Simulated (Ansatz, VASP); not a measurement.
# Al: VASP beside Ansatz

```xyz
1
Lattice="0.0000 1.9228 1.9734 1.9228 0.0000 1.9734 1.9228 1.9228 0.0000" Properties=species:S:1:pos:R:3 pbc="T T T"
Al    0.0000    0.0000    0.0000
```

Change from the starting cell: strain -0.050 along x and y, -0.025 along z, atoms carried along.

Alike in both runs: task single point; functional LDA; k mesh 20 × 20 × 20; occupations gaussian, width 0.15 eV; no spin polarisation.

```csv
,VASP,Ansatz
version,VASP 6.6.1,Ansatz 0.2.0
potentials or method,"VASP PAW LDA potentials, release 64 (Al)","scalar-relativistic, plane waves, PAW"
plane-wave cutoff (eV),520,420
valence electrons in the cell,3,3
```

```csv
,VASP,Ansatz,Ansatz less VASP
gap on the k mesh at the Fermi level (eV),none,none,-
pressure (GPa),8.2,8.1,-0.14
largest component of the traceless stress (GPa),1.36,1.36,-0.003
```

A gap of «none» marks a metal or a gap that the smearing closes.
